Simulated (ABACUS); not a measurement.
Input of an ABACUS 3.10.1 run:

INPUT

```
INPUT_PARAMETERS
suffix              Zn
calculation         scf
basis_type          pw
pseudo_dir          ./
symmetry            1
dft_functional      GGA_X_PW91+GGA_C_PW91
ecutwfc             84
pseudo_rcut         7
nspin               1
nbands              14
ks_solver           dav
smearing_method     fd
smearing_sigma      0.00367493
scf_thr             1e-08
scf_nmax            100
mixing_type         broyden
mixing_beta         0.7
cal_force           1
cal_stress          1
kpar                4
```

File STRU:

```
ATOMIC_SPECIES
Zn 65.3800 Zn_ONCV_PBE-1.2.upf

LATTICE_CONSTANT
1.8897261246

LATTICE_VECTORS
-1.5690370000 1.5690370000 1.5690370000
1.5690370000 -1.5690370000 1.5690370000
1.5690370000 1.5690370000 -1.5690370000

ATOMIC_POSITIONS
Direct

Zn
0.0
1
0.0000000000 0.0000000000 0.0000000000 1 1 1
```

Contents of KPT:

```
K_POINTS
0
Gamma
12 12 12 0 0 0
```

Potentials or basis: SG15 ONCV 1.2 PBE, plane waves.

The run is started by

```console
$ OMP_NUM_THREADS=1 mpirun -np 4 abacus > log
```

(1) Predict the pressure.

(2) What does it give for the band gap on the k mesh?

## Answers

(1) -0.5 GPa.

(2) none (metal or under the smearing width).

Caveat: the potentials were made for another functional, which shifts forces and pressure.
